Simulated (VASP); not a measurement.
# Ti (P6_3/mmc) in VASP: notebook

One crystal, Ti, is run at these levels: r2SCAN; tasks: relaxation of shape and atoms at fixed volume.

Program: VASP 6.6.1. These are calculated values, not measurements. Logs are shortened: lines on timing, memory, paths and dates and some standing lists are left out, and cuts for length are marked.

### Step 1. The undisturbed crystal

It takes space group P6_3/mmc (No. 194, hexagonal). Conventional cell: a = 2.950 Å, b = 2.950 Å, c = 4.680 Å, α = 90.00°, β = 90.00°, γ = 120.00°. Around Ti (site symmetry -6m2) lie 12 Ti at 2.89 to 2.95 Å.

### Step 2. Relaxation of shape and atoms at fixed volume, r2SCAN (a relaxed cell with its volume scaled by 0.94)

File INCAR:

```
SYSTEM = Ti
ALGO = Normal ; EDIFF = 1E-7
EDIFFG = -0.01 ; ENCUT = 600
IBRION = 2 ; ISIF = 4
ISMEAR = 1 ; LASPH = .TRUE.
LCHARG = .FALSE. ; LMIXTAU = .TRUE.
LREAL = .FALSE. ; LWAVE = .FALSE.
METAGGA = R2SCAN ; NELM = 80
NSW = 40 ; PREC = Accurate
SIGMA = 0.1
```

File KPOINTS:

```
k-points
0
G
  15 15 8
  0 0 0
```

File POSCAR:

```
Ti                                      
1.0
    2.8795727135      0.0000000000      0.0000000000
   -1.4397863568      2.4937831220      0.0000000000
    0.0000000000      0.0000000000      4.5472306008
  Ti            
     2
Direct
     0.3333333332999970    0.6666666667000030    0.2500000000000000
     0.6666666667000030    0.3333333332999970    0.7500000000000000
```

Potentials or basis: VASP PAW PBE potentials, release 64 (Ti_sv).

The run is started by

```
cat potpaw_PBE.64/Ti_sv/POTCAR > POTCAR
mpirun -np 1 vasp_std > vasp.out
```

OUTCAR:

```text
SYSTEM = Ti
   EDIFF = 1E-7
   EDIFFG = -0.01
   ENCUT = 600
   IBRION = 2
   ISIF = 4
   ISMEAR = 1
   LASPH = .TRUE.
   LREAL = .FALSE.
   METAGGA = R2SCAN
   NELM = 80
   NSW = 40
   PREC = Accurate

 ion  position               nearest neighbor table
   1  0.333  0.667  0.250-   2 2.82   2 2.82   2 2.82   2 2.82   2 2.82   2 2.82
   2  0.667  0.333  0.750-   1 2.82   1 2.82   1 2.82   1 2.82   1 2.82   1 2.82

  LATTYP: Found a hexagonal cell.
 ALAT       =     2.8795727135
 C/A-ratio  =     1.5791337998

  Lattice vectors:

 A1 = (   2.8795727135,   0.0000000000,   0.0000000000)
 A2 = (  -1.4397863568,   2.4937831220,   0.0000000000)
 A3 = (   0.0000000000,   0.0000000000,   4.5472306008)

Analysis of symmetry for initial positions (statically):
=====================================================================
 Subroutine PRICEL returns:
 Original cell was already a primitive cell.

 Routine SETGRP: Setting up the symmetry group for a
 hexagonal supercell.

 Subroutine GETGRP returns: Found 24 space group operations
 (whereof 12 operations were pure point group operations)
 out of a pool of 24 trial point group operations.

The static configuration has the point symmetry D_3d.
 The point group associated with its full space group is D_6h.

Analysis of symmetry for dynamics (positions and initial velocities):
=====================================================================
 Subroutine PRICEL returns:
 Original cell was already a primitive cell.

 Routine SETGRP: Setting up the symmetry group for a
 hexagonal supercell.

 Subroutine GETGRP returns: Found 24 space group operations
 (whereof 12 operations were pure point group operations)
 out of a pool of 24 trial point group operations.

The dynamic configuration has the point symmetry D_3d.
 The point group associated with its full space group is D_6h.

 Subroutine INISYM returns: Found 24 space group operations
 (whereof 12 operations are pure point group operations),
 and found     1 'primitive' translations

----------------------------------------------------------------------------------------

                                     Primitive cell

  volume of cell :      32.6538

  direct lattice vectors                    reciprocal lattice vectors
     2.879572713  0.000000000  0.000000000     0.347273745  0.200498590  0.000000000
    -1.439786357  2.493783122  0.000000000     0.000000000  0.400997180  0.000000000
[... 89 lines left out ...]
   IBRION =      2    ionic relax: 0-MD 1-quasi-New 2-CG
   NFREE  =      1    steps in history (QN), initial steepest desc. (CG)
   ISIF   =      4    stress and relaxation
   ISYM   =      2    0-nonsym 1-usesym 2-fastsym
   POTIM  = 0.5000    time-step for ionic-motion
   TEBEG  =    0.0;   TEEND  =   0.0 temperature during run
   PSTRESS=    0.0 pullay stress
   NELECT =      24.0000    total number of electrons
   NUPDOWN=      -1.0000    fix difference up-down
   EMIN   =  10.00;   EMAX   =-10.00  energy-range for DOS
   EFERMI =   0.00;   METHOD = LEGACY
   ISMEAR =     1;   SIGMA  =   0.10  broadening in eV -4-tet -1-fermi 0-gaus
   EFERMI_NEDOS =   21; number of points for ismear=-14 and -15
   IALGO  =     38    algorithm
   IMIX   =      4    mixing-type and parameters
     AMIX     =   0.40;   BMIX     =  1.00
     AMIX_MAG =   1.60;   BMIX_MAG =  1.00
  volume/ion in A,a.u.               =      16.33       110.18
  Fermi-wavevector in a.u.,A,eV,Ry     =   1.477409  2.791898 29.697936  2.182737
  Thomas-Fermi vector in A             =   2.591816
   LORBIT       =      0    0 simple, 1 ext, 2 COOP (PROOUT), +10 PAW based schemes
   METAGGA = R2SCAN    functional components
   LHFCALC =     F    Hartree Fock is set to
   AEXX    =    0.0000 exact exchange contribution
   IVDW    =     0    specifies the selected vdW correction
   LEPSILON=     F    determine dielectric tensor
   LRPA    =     F    only Hartree local field effects (RPA)
 conjugate gradient relaxation of ions
 non-spin polarized calculation
 Methfessel and Paxton  Order N= 1 SIGMA  =   0.10
  energy-cutoff  :      600.00
  volume of cell :       32.65
 maximum number of plane-waves:      1102
 NGX is ok and might be reduce to    24
   NGX = 11   NGY = 11   NGZ = 19

 number of electron      24.0000001 magnetization

 Free energy of the ion-electron system (eV)
  ---------------------------------------------------
  ext. energy  EPLUGINS =         0.00000000
  ---------------------------------------------------
  free energy    TOTEN  =       -25.85141094 eV

  energy without entropy =      -25.85172710  energy(sigma->0) =      -25.85151633

 E-fermi :   9.0725     XC(G=0): -12.7178

 val. band max:        9.0487536979   @ k =   0.0667   0.0000   0.5000
 cond. band min:       9.0781790409   @ k =   0.1333   0.0667   0.3750
 fundamental gap:      0.0294253429
 Fermi energy:         9.0725067928

 k-point     1 :       0.0000    0.0000    0.0000
  band No.  band energies     occupation
      1     -50.0554      2.00000
      2     -49.8695      2.00000
      3     -25.7027      2.00000
      4     -24.8918      2.00000
      5     -24.8918      2.00000
      6     -24.8008      2.00000
[... 433 lines left out ...]
      3     -25.4312      2.00000
      4     -25.2776      2.00000
      5     -25.2490      2.00000
      6     -25.1796      2.00000
[... 8 lines left out ...]
     15      10.6398     -0.00000
     16      12.5290      0.00000

 [... further k-points ...]

------------------------ aborting loop because EDIFF is reached ----------------------------------------

  FORCE on cell =-STRESS in cart. coord.  units (eV):
  Direction    XX          YY          ZZ          XY          YZ          ZX
  --------------------------------------------------------------------------------------
  -------------------------------------------------------------------------------------
  Total        1.6489646      1.6489646      1.6476510     -0.0000000     -0.0000000      0.0000000
  in kB       80.9073927     80.9073927     80.8429415     -0.0000000     -0.0000000      0.0000000
  external PRESSURE =      80.8859090 kB  Pullay stress =       0.0000000 kB

 VOLUME and BASIS-vectors are now :
 -----------------------------------------------------------------------------
  energy-cutoff  :      600.00
  volume of cell :       32.65
      direct lattice vectors                 reciprocal lattice vectors
     2.879572713  0.000000000  0.000000000     0.347273745  0.200498590  0.000000000
    -1.439786357  2.493783122  0.000000000     0.000000000  0.400997180  0.000000000
     0.000000000  0.000000000  4.547230601     0.000000000  0.000000000  0.219914072

 POSITION                                       TOTAL-FORCE (eV/Angst)
 -----------------------------------------------------------------------------------
     -0.00000      1.66252      1.13681         0.000000     -0.000000      0.000000
      1.43979      0.83126      3.41042        -0.000000      0.000000      0.000000
 -----------------------------------------------------------------------------------
    total drift:                               -0.000000      0.000000     -0.000000

  FREE ENERGIE OF THE ION-ELECTRON SYSTEM (eV)
  ---------------------------------------------------
  free  energy   TOTEN  =       -25.8514109421 eV

  energy  without entropy=      -25.8517271014  energy(sigma->0) =      -25.85151633

 reached required accuracy - stopping structural energy minimisation
```

OSZICAR:

```text
N       E                     dE             d eps       ncg     rms          rms(c)
DAV:   1     0.256180741004E+03    0.25618E+03   -0.15072E+04  4320   0.213E+03
DAV:   2    -0.212329258494E+01   -0.25830E+03   -0.25676E+03  4456   0.536E+02
DAV:   3    -0.330101120365E+02   -0.30887E+02   -0.30676E+02  8512   0.150E+02
[... 19 lines left out ...]
DAV:  23    -0.258514108398E+02   -0.99655E-06   -0.14269E-07  2600   0.527E-03    0.315E-03
DAV:  24    -0.258514104300E+02    0.40985E-06   -0.16203E-07  3168   0.390E-03    0.201E-03
DAV:  25    -0.258514106369E+02   -0.20690E-06   -0.41134E-08  2376   0.237E-03    0.131E-03
DAV:  26    -0.258514110345E+02   -0.39763E-06   -0.45363E-08  2336   0.250E-03    0.774E-04
DAV:  27    -0.258514109421E+02    0.92449E-07   -0.33898E-08  2304   0.185E-03
   1 F= -.25851411E+02 E0= -.25851516E+02  d E =-.258514E+02
```

CONTCAR:

```text
Ti
   1.00000000000000
     2.8795727135000000    0.0000000000000000    0.0000000000000000
    -1.4397863568000000    2.4937831220000000    0.0000000000000000
     0.0000000000000000    0.0000000000000000    4.5472306007999999
  Ti
     2
Direct
     0.3333333332999970    0.6666666667000030    0.2500000000000000
     0.6666666667000030    0.3333333332999970    0.7500000000000000

  0.00000000E+00  0.00000000E+00  0.00000000E+00
  0.00000000E+00  0.00000000E+00  0.00000000E+00
```

Run time: 4.6 min. Hardware: 1 thread of Intel Xeon Platinum 8488C (Sapphire Rapids), shared host; peak memory 0.2 GiB.

Results:

| Item | Value |
| --- | --- |
| Free energy | -25.8514 eV |
| Pressure after relaxing | 8.1 GPa |
| Band gap on the k mesh | none (metal or under the smearing width) |

Final structure:
```xyz
2
Lattice="2.8796 0.0000 0.0000 -1.4398 2.4938 0.0000 0.0000 0.0000 4.5472" Properties=species:S:1:pos:R:3 pbc="T T T"
Ti    0.0000    1.6625    1.1368
Ti    1.4398    0.8313    3.4104
```

Caveat: the relaxation stopped at its first step, so nothing moved; the PAW data sets were made with another functional, which shifts forces and pressure a little.

### Step 3. Relaxation of shape and atoms at fixed volume, r2SCAN (a relaxed cell with its volume scaled by 0.96)

INCAR is that of step 2.

KPOINTS is that of step 2.

File POSCAR:

```
Ti                                      
1.0
    2.8998520628      0.0000000000      0.0000000000
   -1.4499260314      2.5113455537      0.0000000000
    0.0000000000      0.0000000000      4.5792544066
  Ti            
     2
Direct
     0.3333333332999970    0.6666666667000030    0.2500000000000000
     0.6666666667000030    0.3333333332999970    0.7500000000000000
```

Potentials or basis: VASP PAW PBE potentials, release 64 (Ti_sv).

The run is started by

```
cat potpaw_PBE.64/Ti_sv/POTCAR > POTCAR
mpirun -np 1 vasp_std > vasp.out
```

Wall time 5 min (1 thread of Intel Xeon Platinum 8488C (Sapphire Rapids), shared host); peak memory 0.21 GiB.

It converged, with:

* Free energy: -25.8802 eV
* Pressure after relaxing: 5.1 GPa
* Band gap on the k mesh: none (metal or under the smearing width)

Final structure:
```
CELL_PARAMETERS angstrom
2.89985 0.00000 0.00000
-1.44993 2.51135 0.00000
0.00000 0.00000 4.57925
ATOMIC_POSITIONS crystal
Ti 0.33333 0.66667 0.25000
Ti 0.66667 0.33333 0.75000
```

Levels at points of the mesh, in eV from the Fermi level:
```tsv
k point	band 9	band 10	band 11	band 12	band 13	band 14	band 15	band 16
(0.00, 0.00, 0.00)	-6.71	-2.97	0.71	0.88	0.88	1.02	1.45	1.45
(0.00, 0.00, 0.50)	-4.71	-4.71	0.07	0.07	0.79	0.79	0.79	0.79
```

Caveat: the relaxation stopped at its first step, so nothing moved; the PAW data sets were made with another functional, which shifts forces and pressure a little.
